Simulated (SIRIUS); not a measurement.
SrO:

```
Sr O
1.0
     0.00000    2.56630    2.56630
     2.56630    0.00000    2.56630
     2.56630    2.56630    0.00000
Sr O
1 1
Direct
  0.50000 0.50000 0.50000
  0.00000 0.00000 0.00000
```

Base run:

| Item | Value |
| --- | --- |
| Program | SIRIUS 7.12.0 |
| Functional | PBE |
| Potentials or basis | all-electron FP-LAPW |
| Cutoff | 276 eV |
| Basis | apw+lo standard |
| k mesh | 9 × 9 × 9 |
| Occupations | fermi-dirac, width 0.05 eV |
| Spin | no spin polarisation |

Its results: band gap on the k mesh 3.38 eV, indirect (least direct gap 3.46 eV).

Question: The run is repeated on the same cell with these changes: potentials or basis from all-electron FP-LAPW to all-electron FP-LAPW (no relativity for the valence, core without relativity); valence relativity from iora to none. What comes out?

Answer: Band gap on the k mesh 3.25 eV, indirect (least direct gap 3.32 eV).

Caveats: an odd mesh through Γ misses points on the zone boundary, where band edges often lie (some runs); relativity is left out for the valence states, which matters for the heavier elements (some runs); relativity is left out for the core states (some runs).
